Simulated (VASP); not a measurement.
# CdTe (F-43m) in VASP: a series of runs

CdTe is run at these levels: HSE06, PBE-based screened hybrid with 40 % exact exchange, PBE-based screened hybrid with 50 % exact exchange; tasks: single point.

Program: VASP 6.6.1. These are calculated values, not measurements. Logs are shortened: lines on timing, memory, paths and dates and some standing lists are left out, and cuts for length are marked.

**What was measured.**

A printed reference work, data compilation reports, for a bulk crystal of CdTe at 0 K: band gap 1.607 eV.

How close the calculation comes is told below.

### 1 The cell of the first run

The structure is cubic, space group F-43m (No. 216). The conventional cell has a = 6.560 Å, b = 6.560 Å, c = 6.560 Å, α = 90.00°, β = 90.00°, γ = 90.00°. Within 3.7 Å of Cd (site symmetry -43m) lie 4 Te at 2.84 Å. Te (site symmetry -43m) has 4 Cd at 2.84 Å within 3.7 Å.

### 2 Single point, HSE06

POSCAR reads:

```
CdTe
1.0
    0.0000000000      3.2799012430      3.2799012430
    3.2799012430      0.0000000000      3.2799012430
    3.2799012430      3.2799012430      0.0000000000
Cd Te
1 1
Direct
    0.0000000000      0.0000000000      0.0000000000
    0.2500000000      0.2500000000      0.2500000000
```

INCAR.step1 reads:

```
SYSTEM = CdTe
PREC = Accurate
ENCUT = 520
EDIFF = 1E-5
ISMEAR = 0
SIGMA = 0.01
LREAL = .FALSE.
LASPH = .TRUE.
NELM = 60
ALGO = Normal
ISIF = 2
LWAVE = .TRUE.
LCHARG = .FALSE.
GGA = PE
NBANDS = 16
```

INCAR.step2 reads:

```
SYSTEM = CdTe
PREC = Accurate
ENCUT = 520
EDIFF = 1E-6
ISMEAR = 0
SIGMA = 0.01
LREAL = .FALSE.
LASPH = .TRUE.
NELM = 60
ALGO = Normal
ISIF = 2
LWAVE = .FALSE.
LCHARG = .FALSE.
GGA = PE
LHFCALC = .TRUE.
HFSCREEN = 0.2079
PRECFOCK = Normal
ISTART = 1
NBANDS = 16
```

KPOINTS reads:

```
Automatic mesh
0
G
  4 4 4
  0 0 0
```

Potentials or basis: VASP PAW PBE potentials, release 64 (Cd, Te).

Launch:

```sh
$ cat potpaw_PBE.64/Cd/POTCAR potpaw_PBE.64/Te/POTCAR > POTCAR
$ cp INCAR.step1 INCAR
$ mpirun -np 1 vasp_std > vasp.out
$ cp INCAR.step2 INCAR
$ mpirun -np 1 vasp_std > vasp.out
```

OUTCAR:

```text
SYSTEM = CdTe
   PREC = Accurate
   ENCUT = 520
   EDIFF = 1E-6
   ISMEAR = 0
   LREAL = .FALSE.
   LASPH = .TRUE.
   NELM = 60
   ISIF = 2
   GGA = PE
   LHFCALC = .TRUE.
   HFSCREEN = 0.2079
   PRECFOCK = Normal
   ISTART = 1

 ion  position               nearest neighbor table
   1  0.000  0.000  0.000-   2 2.84   2 2.84   2 2.84   2 2.84
   2  0.250  0.250  0.250-   1 2.84   1 2.84   1 2.84   1 2.84

  LATTYP: Found a face centered cubic cell.
 ALAT       =     6.5598024860

  Lattice vectors:

 A1 = (   0.0000000000,   3.2799012430,   3.2799012430)
 A2 = (   3.2799012430,   0.0000000000,   3.2799012430)
 A3 = (   3.2799012430,   3.2799012430,   0.0000000000)

Analysis of symmetry for initial positions (statically):
=====================================================================
 Subroutine PRICEL returns:
 Original cell was already a primitive cell.

 Routine SETGRP: Setting up the symmetry group for a
 face centered cubic supercell.

 Subroutine GETGRP returns: Found 24 space group operations
 (whereof 24 operations were pure point group operations)
 out of a pool of 48 trial point group operations.

The static configuration has the point symmetry T_d .

Analysis of symmetry for dynamics (positions and initial velocities):
=====================================================================
 Subroutine PRICEL returns:
 Original cell was already a primitive cell.

 Routine SETGRP: Setting up the symmetry group for a
 face centered cubic supercell.

 Subroutine GETGRP returns: Found 24 space group operations
 (whereof 24 operations were pure point group operations)
 out of a pool of 48 trial point group operations.

The dynamic configuration has the point symmetry T_d .

 Subroutine INISYM returns: Found 24 space group operations
 (whereof 24 operations are pure point group operations),
 and found     1 'primitive' translations

----------------------------------------------------------------------------------------

                                     Primitive cell

  volume of cell :      70.5687

  direct lattice vectors                    reciprocal lattice vectors
     0.000000000  3.279901243  3.279901243    -0.152443614  0.152443614  0.152443614
     3.279901243  0.000000000  3.279901243     0.152443614 -0.152443614  0.152443614
     3.279901243  3.279901243  0.000000000     0.152443614  0.152443614 -0.152443614

  length of vectors
     4.638480821  4.638480821  4.638480821     0.264040085  0.264040085  0.264040085

  position of ions in fractional coordinates (direct lattice)
     0.000000000  0.000000000  0.000000000
     0.250000000  0.250000000  0.250000000

  ion indices of the primitive-cell ions
   primitive index   ion index
                 1           1
                 2           2

----------------------------------------------------------------------------------------

 KPOINTS: Automatic mesh

Automatic generation of k-mesh.
 Grid dimensions read from file:
 generate k-points for:    4    4    4

 Generating k-lattice:

  Cartesian coordinates                     Fractional coordinates (reciprocal lattice)
    -0.038110904  0.038110904  0.038110904     0.250000000  0.000000000  0.000000000
     0.038110904 -0.038110904  0.038110904     0.000000000  0.250000000  0.000000000
     0.038110904  0.038110904 -0.038110904     0.000000000  0.000000000  0.250000000

  Length of vectors
     0.066010021  0.066010021  0.066010021

  Shift w.r.t. Gamma in fractional coordinates (k-lattice)
     0.000000000  0.000000000  0.000000000

 Subroutine IBZKPT returns following result:
 ===========================================

 Found      8 irreducible k-points:

 Following reciprocal coordinates:
            Coordinates               Weight
  0.000000  0.000000  0.000000      1.000000
  0.250000  0.000000  0.000000      8.000000
  0.500000  0.000000  0.000000      4.000000
  0.250000  0.250000  0.000000      6.000000
  0.500000  0.250000  0.000000     24.000000
 -0.250000  0.250000  0.000000     12.000000
  0.500000  0.500000  0.000000      3.000000
 -0.250000  0.500000  0.250000      6.000000
   k-points           NKPTS =      8   k-points in BZ     NKDIM =     64   number of bands    NBANDS=     16
   number of dos      NEDOS =    301   number of ions     NIONS =      2
   total plane-waves  NPLWV =  46656
   dimension x,y,z NGX =    36 NGY =   36 NGZ =   36
   dimension x,y,z NGXF=    72 NGYF=   72 NGZF=   72
   ions per type =               1   1
   NGX,Y,Z   is equivalent  to a cutoff of  12.90, 12.90, 12.90 a.u.
   NGXF,Y,Z  is equivalent  to a cutoff of  25.81, 25.81, 25.81 a.u.
 SYSTEM =  CdTe
   PREC   = accura    normal or accurate (medium, high low for compatibility)
   ISTART =      1    job   : 0-new  1-cont  2-samecut
   ICHARG =      0    charge: 1-file 2-atom 10-const
   ISPIN  =      1    spin polarized calculation?
   LNONCOLLINEAR =      F non collinear calculations
   LSORBIT =      F    spin-orbit coupling
   LASPH  =      T    aspherical Exc in radial PAW
   ENCUT  =  520.0 eV  38.22 Ry    6.18 a.u.   8.62  8.62  8.62*2*pi/ulx,y,z
   NELM   =     60;   NELMIN=  2; NELMDL=  0     # of ELM steps
   EDIFF  = 0.1E-05   stopping-criterion for ELM
   LREAL  =      F    real-space projection
   EDIFFG = 0.1E-04   stopping-criterion for IOM
   NSW    =      0    number of steps for IOM
   IBRION =     -1    ionic relax: 0-MD 1-quasi-New 2-CG
   NFREE  =      0    steps in history (QN), initial steepest desc. (CG)
   ISIF   =      2    stress and relaxation
   ISYM   =      3    0-nonsym 1-usesym 2-fastsym
   POTIM  = 0.5000    time-step for ionic-motion
   TEBEG  =    0.0;   TEEND  =   0.0 temperature during run
   PSTRESS=    0.0 pullay stress
   NELECT =      18.0000    total number of electrons
   NUPDOWN=      -1.0000    fix difference up-down
   EMIN   =  10.00;   EMAX   =-10.00  energy-range for DOS
   EFERMI =   0.00;   METHOD = LEGACY
   ISMEAR =     0;   SIGMA  =   0.01  broadening in eV -4-tet -1-fermi 0-gaus
   EFERMI_NEDOS =   21; number of points for ismear=-14 and -15
   IALGO  =     38    algorithm
   IMIX   =      1    mixing-type and parameters
     AMIX     =   0.40;   BMIX     =  1.00
     AMIX_MAG =   1.60;   BMIX_MAG =  1.00
  volume/ion in A,a.u.               =      35.28       238.11
  Fermi-wavevector in a.u.,A,eV,Ry     =   1.038233  1.961976 14.666102  1.077928
  Thomas-Fermi vector in A             =   2.172708
   LORBIT       =      0    0 simple, 1 ext, 2 COOP (PROOUT), +10 PAW based schemes
   GGA     = PE    functional components
   LHFCALC =     T    Hartree Fock is set to
   PRECFOCK=normal    Normal, Fast or Accurate (Low or Medium for compatibility)
   ENCUT4O =  -1.0   cutoff for four orbital integrals eV
   NKREDX  =     1    reduce k-point grid by
   NKREDY  =     1    reduce k-point grid by
   NKREDZ  =     1    reduce k-point grid by
   AEXX    =    0.2500 exact exchange contribution
   HFSCREEN=    0.2079 screening length (either q_TF or 0.3 A-1)
   HFSCREENC=   0.2079 screening length for correlation (either q_TF or 0.3 A-1)
   ENCUTFOCK=  -1.0 apply spherical cutoff to Coloumb kernel
   IVDW    =     0    specifies the selected vdW correction
   LEPSILON=     F    determine dielectric tensor
   LRPA    =     F    only Hartree local field effects (RPA)
 non-spin polarized calculation
 Gauss-broadening in eV      SIGMA  =   0.01
  energy-cutoff  :      520.00
  volume of cell :       70.57
 maximum number of plane-waves:      1924
 NGX is ok and might be reduce to    36
  NGX = 28; NGY = 28; NGZ = 28

 number of electron      18.0000006 magnetization

 Free energy of the ion-electron system (eV)
  ---------------------------------------------------
  ext. energy  EPLUGINS =         0.00000000
  ---------------------------------------------------
  free energy    TOTEN  =        -5.99419904 eV

  energy without entropy =       -5.99419904  energy(sigma->0) =       -5.99419904

 E-fermi :   1.5816     XC(G=0):  -7.0332

 val. band max:        1.5294362347   @ k =   0.0000   0.0000   0.0000
 cond. band min:       2.9736755957   @ k =   0.0000   0.0000   0.0000
 fundamental gap:      1.4442393610
 Fermi energy:         1.5815552610

 k-point     1 :       0.0000    0.0000    0.0000
  band No.  band energies     occupation
      1     -10.3854      2.00000
      2      -7.9643      2.00000
      3      -7.9643      2.00000
      4      -7.9643      2.00000
      5      -7.7272      2.00000
      6      -7.7272      2.00000
[... 8 lines left out ...]
     15      11.7951      0.00000
     16      11.7951      0.00000

 k-point     2 :       0.2500    0.0000    0.0000
  band No.  band energies     occupation
      1     -10.2020      2.00000
      2      -7.9328      2.00000
      3      -7.9328      2.00000
      4      -7.7347      2.00000
      5      -7.7276      2.00000
      6      -7.7276      2.00000
[... 8 lines left out ...]
     15      10.8709      0.00000
     16      10.8709      0.00000

 k-point     3 :       0.5000    0.0000    0.0000
  band No.  band energies     occupation
      1     -10.0351      2.00000
      2      -7.9077      2.00000
      3      -7.9077      2.00000
      4      -7.7205      2.00000
      5      -7.7205      2.00000
      6      -7.3077      2.00000
[... 8 lines left out ...]
     15      12.8429      0.00000
     16      12.8429      0.00000

 k-point     4 :       0.2500    0.2500    0.0000
  band No.  band energies     occupation
      1     -10.1443      2.00000
      2      -7.8969      2.00000
      3      -7.8969      2.00000
      4      -7.7902      2.00000
      5      -7.7143      2.00000
      6      -7.6582      2.00000
[... 8 lines left out ...]
     15      12.3609      0.00000
     16      13.1863      0.00000

 k-point     5 :       0.5000    0.2500    0.0000
  band No.  band energies     occupation
      1      -9.9854      2.00000
      2      -7.8766      2.00000
      3      -7.8636      2.00000
      4      -7.7602      2.00000
      5      -7.7140      2.00000
      6      -7.2354      2.00000
[... 8 lines left out ...]
     15      13.0417      0.00000
     16      13.5162      0.00000

 k-point     6 :      -0.2500    0.2500    0.0000
  band No.  band energies     occupation
      1     -10.0360      2.00000
      2      -7.8947      2.00000
      3      -7.8906      2.00000
      4      -7.7338      2.00000
      5      -7.7320      2.00000
      6      -7.3739      2.00000
[... 8 lines left out ...]
     15      12.0584      0.00000
     16      13.6242      0.00000

 k-point     7 :       0.5000    0.5000    0.0000
  band No.  band energies     occupation
      1      -9.9364      2.00000
      2      -7.8229      2.00000
      3      -7.8229      2.00000
      4      -7.8080      2.00000
      5      -7.7013      2.00000
      6      -7.1345      2.00000
[... 8 lines left out ...]
     15      13.3502      0.00000
     16      14.0411      0.00000

 k-point     8 :      -0.2500    0.5000    0.2500
  band No.  band energies     occupation
      1      -9.9386      2.00000
      2      -7.8583      2.00000
      3      -7.8467      2.00000
      4      -7.7540      2.00000
      5      -7.7255      2.00000
      6      -7.0653      2.00000
[... 8 lines left out ...]
     15      13.6360      0.00000
     16      13.7768      0.00000

------------------------ aborting loop because EDIFF is reached ----------------------------------------

  FORCE on cell =-STRESS in cart. coord.  units (eV):
  Direction    XX          YY          ZZ          XY          YZ          ZX
  --------------------------------------------------------------------------------------
  -------------------------------------------------------------------------------------
  Total        0.0927782      0.0927782      0.0927782     -0.0000000     -0.0000000     -0.0000000
  in kB        2.1064173      2.1064173      2.1064173     -0.0000000     -0.0000000     -0.0000000
  external PRESSURE =       2.1064173 kB  Pullay stress =       0.0000000 kB

 VOLUME and BASIS-vectors are now :
 -----------------------------------------------------------------------------
  energy-cutoff  :      520.00
  volume of cell :       70.57
      direct lattice vectors                 reciprocal lattice vectors
     0.000000000  3.279901243  3.279901243    -0.152443614  0.152443614  0.152443614
     3.279901243  0.000000000  3.279901243     0.152443614 -0.152443614  0.152443614
     3.279901243  3.279901243  0.000000000     0.152443614  0.152443614 -0.152443614

 POSITION                                       TOTAL-FORCE (eV/Angst)
 -----------------------------------------------------------------------------------
      0.00000      0.00000      0.00000        -0.000000     -0.000000     -0.000000
      1.63995      1.63995      1.63995         0.000000      0.000000      0.000000
 -----------------------------------------------------------------------------------
    total drift:                               -0.000002      0.000003     -0.000000

  FREE ENERGIE OF THE ION-ELECTRON SYSTEM (eV)
  ---------------------------------------------------
  free  energy   TOTEN  =        -5.9941990444 eV

  energy  without entropy=       -5.9941990444  energy(sigma->0) =       -5.99419904
```

Run time: 21 min. Hardware: 1 thread of Intel Xeon 8259CL, shared host; peak memory 0.32 GiB.

What came out:

```yaml
Free_energy: -5.9942 eV
Pressure: 0.2 GPa
Band_gap_on_the_k_mesh: 1.44 eV
```

Caveat: the PAW data sets were made with another functional, which shifts forces and pressure a little; spin-orbit coupling is left out, which moves the levels of the heavy elements.

### 3 Single point, PBE-based screened hybrid with 40 % exact exchange

POSCAR is that of step 2.

INCAR.step1 reads:

```
ALGO     = Normal         # electronic algorithm
EDIFF    = 1E-5           # SCF threshold, eV
ENCUT    = 520            # plane-wave cutoff, eV
GGA      = PE             # functional
ISIF     = 2              # what is computed and relaxed
ISMEAR   = 0              # smearing method
LASPH    = T              # aspherical terms in the spheres
LCHARG   = F              # write CHGCAR
LREAL    = F              # projectors in reciprocal space
LWAVE    = T              # write WAVECAR
NBANDS   = 16             # bands
NELM     = 60             # most SCF steps
PREC     = Accurate       # precision mode
SIGMA    = 0.01           # smearing width, eV
```

INCAR.step2 reads:

```
AEXX     = 0.4            # exact-exchange fraction
ALGO     = Normal         # electronic algorithm
EDIFF    = 1E-6           # SCF threshold, eV
ENCUT    = 520            # plane-wave cutoff, eV
GGA      = PE             # functional
HFSCREEN = 0.2078         # screening, 1/A
ISIF     = 2              # what is computed and relaxed
ISMEAR   = 0              # smearing method
ISTART   = 1            
LASPH    = T              # aspherical terms in the spheres
LCHARG   = F              # write CHGCAR
LHFCALC  = T              # exact exchange
LREAL    = F              # projectors in reciprocal space
LWAVE    = F              # write WAVECAR
NBANDS   = 16             # bands
NELM     = 60             # most SCF steps
PREC     = Accurate       # precision mode
PRECFOCK = Normal       
SIGMA    = 0.01           # smearing width, eV
```

KPOINTS reads:

```
k-points
0
Gamma
  4 4 4
```

Potentials or basis: VASP PAW PBE potentials, release 64 (Cd, Te).

Launch:

```sh
$ cat potpaw_PBE.64/Cd/POTCAR potpaw_PBE.64/Te/POTCAR > POTCAR
$ cp INCAR.step1 INCAR
$ mpirun -np 1 vasp_std > vasp.out
$ cp INCAR.step2 INCAR
$ mpirun -np 1 vasp_std > vasp.out
```

Wall time 25 min (1 thread of Intel Xeon 8259CL, shared host); peak memory 0.32 GiB.

Results (log left out):

| Item | Value |
| --- | --- |
| Free energy | -6.9002 eV |
| Pressure | -0.4 GPa |
| Band gap on the k mesh | 1.96 eV |

Levels at points of the mesh, in eV from the valence-band top:
```csv
k point,band 7,band 8,band 9,band 10,band 11,band 12
"(0.00, 0.00, 0.00)",0.00,0.00,0.00,1.96,6.06,6.06
"(0.50, 0.00, 0.00)",-4.66,-0.80,-0.80,3.10,6.62,6.62
"(0.50, 0.50, 0.00)",-4.55,-1.93,-1.93,3.78,4.00,10.47
```

Caveat: the PAW data sets were made with another functional, which shifts forces and pressure a little; spin-orbit coupling is left out, which moves the levels of the heavy elements.

(Continued in part 2 of 2.)
